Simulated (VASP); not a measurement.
# Ir (R-3m) in VASP: notebook, part 2 of 2

VASP 6.6.1.

## Step 4: Relaxation of cell and atoms, r2SCAN

The input, POSCAR:

```
Ir
1.0
    1.6699399464      0.9641402776      3.0967034164
   -1.6699399464      0.9641402776      3.0967034164
    0.0000000000     -1.9282805552      3.0967034164
Ir
2
Direct
    0.2275400000      0.2275400000      0.2275400000
    0.7724600000      0.7724600000      0.7724600000
```

The input, INCAR.step1:

```
PREC = Accurate
ENCUT = 600
ISMEAR = 0
SIGMA = 0.1
LREAL = False
LASPH = True
NELM = 80
GGA = PE
ALGO = Normal
EDIFF = 1E-4
LWAVE = True
LCHARG = False
```

The input, INCAR.step2:

```
PREC = Accurate
ENCUT = 600
EDIFF = 1E-7
ISMEAR = 0
SIGMA = 0.1
LREAL = False
LASPH = True
NELM = 80
ALGO = Normal
ISIF = 3
LWAVE = False
LCHARG = False
METAGGA = R2SCAN
LMIXTAU = True
IBRION = 2
NSW = 90
EDIFFG = -0.04
ISTART = 1
```

The input, KPOINTS:

```
Automatic mesh
0
Gamma
  6 6 6
```

On the command line:

```console
$ cat potpaw_PBE.64/Ir/POTCAR > POTCAR
$ cp INCAR.step1 INCAR
$ mpirun -np 1 vasp_std > vasp.out
$ cp INCAR.step2 INCAR
$ mpirun -np 1 vasp_std > vasp.out
```

Wall time 7.5 min (1 thread of Intel Xeon 6975P-C (Granite Rapids), shared host); peak memory 0.19 GiB.

Results (log left out):

| Property | Result |
| --- | --- |
| Free energy | -102.6407 eV |
| Relaxed volume | 16.77 Å³/atom |
| Relaxed cell | a = 3.667 Å, b = 3.667 Å, c = 3.667 Å, α = 58.34°, β = 58.34°, γ = 58.34° |
| Space group after relaxing (to 0.05 Å) | R-3m (No. 166) |
| Energy gained by relaxing | 777.7 meV/atom |
| Ionic steps | 13 |
| Pressure after relaxing | 0.2 GPa |
| Band gap on the k mesh | none (metal or under the smearing width) |

Forces on the atoms (eV/Å):
```
Ir   0.000  0.000  0.002
Ir   0.000  0.000 -0.002
```

Stress tensor (GPa, compression positive):
```
0.25 0.00 0.00
0.00 0.25 0.00
0.00 0.00 0.00
```

Step by step:
```
step  energy change (eV)  largest force (eV/Å)  pressure (GPa)  volume (Å³)
   1              0.0000                5.9441           68.87        29.92
   2              4.9080                1.1325          -29.37        66.94
   3              1.3627                0.3671          -37.64        49.72
   4             -0.6806                0.5699          -31.02        40.89
   5             -1.3900                0.9909           -5.08        35.13
   6             -1.3905                1.0503           -3.74        34.95
   7             -1.5224                0.7364            2.23        33.53
   8             -1.5356                0.5629            4.96        33.08
   9             -1.5202                0.2859           -7.73        34.56
  10             -1.5549                0.0434           -0.69        33.66
  11             -1.5549                0.0514           -0.59        33.64
  12             -1.5554                0.0116            0.41        33.50
  13             -1.5554                0.0022            0.17        33.53
```

Final structure:
```yaml
crystal:
  lattice:
    - [1.78715, 1.03181, 3.03082]
    - [-1.78715, 1.03181, 3.03082]
    - [0.00000, -2.06362, 3.03082]
  atoms:
    - { symbol: Ir, position: [0.24472, 0.24472, 0.24472] }
    - { symbol: Ir, position: [0.75528, 0.75528, 0.75528] }
```

Levels at points of the mesh, in eV from the Fermi level:
```tsv
k point	band 5	band 6	band 7	band 8	band 9	band 10	band 11	band 12	band 13
(0.00, 0.00, 0.00)	-5.33	-5.33	1.31	1.34	1.34	3.72	3.72	10.03	10.94
(0.50, 0.00, 0.00)	-3.14	-3.10	-2.25	-1.80	-1.24	-1.20	-0.16	0.02	13.48
(0.50, 0.50, 0.00)	-1.56	-1.48	-1.02	-0.94	-0.73	1.58	3.53	4.61	6.29
(0.50, 0.50, 0.50)	-3.02	-3.02	-1.86	-1.86	-1.37	-1.37	-0.79	-0.11	14.51
```

Caveat: the k mesh is coarse (spacing up to 0.38 Å⁻¹), so the values aren't converged; the PAW data sets were made with another functional, which shifts forces and pressure a little.

## Step 5: Single point, r2SCAN

This run uses another cell than the first one: it holds 3 atoms, not 2.

The input, POSCAR:

```
Ir
1.0
    3.5455382034      0.0000000000      0.0000000000
   -1.7727691017      3.0705261543      0.0000000000
    0.0000000000      0.0000000000      4.0225317782
Ir
3
Direct
    0.2254000000      0.0000000000      0.3333333333
    0.0000000000      0.2254000000      0.6666666667
    0.7746000000      0.7746000000      0.0000000000
```

The input, INCAR.step1:

```
SYSTEM = Ir
PREC     = Accurate       ! precision mode
ENCUT    = 520            ! plane-wave cutoff, eV
ISMEAR   = 0              ! smearing method
SIGMA    = 0.1            ! smearing width, eV
LREAL    = .False.        ! projectors in reciprocal space
LASPH    = .True.         ! aspherical terms in the spheres
NELM     = 100            ! most SCF steps
NBANDS   = 20             ! bands
GGA      = PE             ! functional
ALGO     = Normal         ! electronic algorithm
EDIFF    = 1E-4           ! SCF threshold, eV
LWAVE    = .True.         ! write WAVECAR
LCHARG   = .False.        ! write CHGCAR
```

The input, INCAR.step2:

```
SYSTEM = Ir
PREC     = Accurate       ! precision mode
ENCUT    = 520            ! plane-wave cutoff, eV
EDIFF    = 1E-6           ! SCF threshold, eV
ISMEAR   = 0              ! smearing method
SIGMA    = 0.1            ! smearing width, eV
LREAL    = .False.        ! projectors in reciprocal space
LASPH    = .True.         ! aspherical terms in the spheres
NELM     = 100            ! most SCF steps
ALGO     = Normal         ! electronic algorithm
ISIF     = 2              ! what is computed and relaxed
LWAVE    = .False.        ! write WAVECAR
LCHARG   = .False.        ! write CHGCAR
METAGGA  = R2SCAN         ! meta-GGA
LMIXTAU  = .True.       
NBANDS   = 20             ! bands
ISTART   = 1
```

The input, KPOINTS:

```
Automatic mesh
0
Gamma
  6 6 4
  0 0 0
```

On the command line:

```console
$ cat potpaw_PBE.64/Ir/POTCAR > POTCAR
$ cp INCAR.step1 INCAR
$ mpirun -np 1 vasp_std > vasp.out
$ cp INCAR.step2 INCAR
$ mpirun -np 1 vasp_std > vasp.out
```

Wall time 53 s (1 thread of AMD EPYC 9R45 (Zen 5), shared host); peak memory 0.14 GiB.

It converged, with:

| Quantity | Value |
| --- | --- |
| Free energy | -143.4389 eV |
| Pressure | 157.9 GPa |
| Largest force | 23.810 eV/Å |
| Band gap on the k mesh | none (metal or under the smearing width) |

Forces in eV/Å, atoms in the order of the input:
```
Ir   23.810   0.000   0.000
Ir  -11.905  20.620   0.000
Ir  -11.905 -20.620   0.000
```

Stress tensor (GPa, compression positive):
```
116.02   0.00   0.00
  0.00 116.02   0.00
  0.00   0.00 241.58
```

Levels at points of the mesh, in eV from the Fermi level:
| k point | band 10 | band 11 | band 12 | band 13 | band 14 | band 15 | band 16 | band 17 |
| --- | --- | --- | --- | --- | --- | --- | --- | --- |
| (0.00, 0.00, 0.00) | -3.51 | -2.37 | -2.37 | 0.97 | 0.97 | 2.07 | 2.24 | 4.93 |
| (0.50, 0.00, 0.00) | -3.07 | -2.59 | -2.43 | -1.56 | -0.45 | -0.02 | 1.29 | 2.69 |
| (0.00, 0.00, 0.50) | -4.31 | -2.66 | -2.66 | 0.14 | 0.14 | 1.92 | 3.58 | 3.58 |
| (0.50, 0.00, 0.50) | -3.41 | -3.29 | -2.25 | -0.84 | -0.73 | 1.12 | 1.19 | 2.34 |

Caveat: the k mesh is coarse (spacing up to 0.39 Å⁻¹), so the values aren't converged; a pressure of tens of GPa on the cell as given is suspect, and the run, the potentials or the cell itself is likely at fault; the PAW data sets were made with another functional, which shifts forces and pressure a little. Spin-orbit coupling is left out, which matters for the levels of Ir.

## Step 6: The runs side by side

```tsv
task	cell	k mesh	cutoff (eV)	mesh quality	gap on the mesh (eV)	pressure (GPa)	largest force (eV/Å)
single point	R-3m, 14.96 Å³/atom	6 × 6 × 6	520	coarse	none	68.8	5.94
single point	R-3m, 16.69 Å³/atom	6 × 6 × 6	520	not flagged	none	1.5	0.05
relaxation of cell and atoms	relaxed	6 × 6 × 6	600	coarse	none	0.2	-
single point	P3_121, 14.6 Å³/atom	6 × 6 × 4	520	coarse	none	157.9	23.81
```

Alike in all rows: level r2SCAN; potentials or basis VASP PAW PBE potentials, release 64 (Ir); no spin polarisation; smearing gaussian 0.1 eV.

Caveats: some runs use coarse meshes; the PAW data sets were made with another functional, which shifts forces and pressure a little; a pressure of tens of GPa on the cell as given is suspect, and the run, the potentials or the cell itself is likely at fault (some runs).

Absolute energies hang on the potentials; compare differences alone.
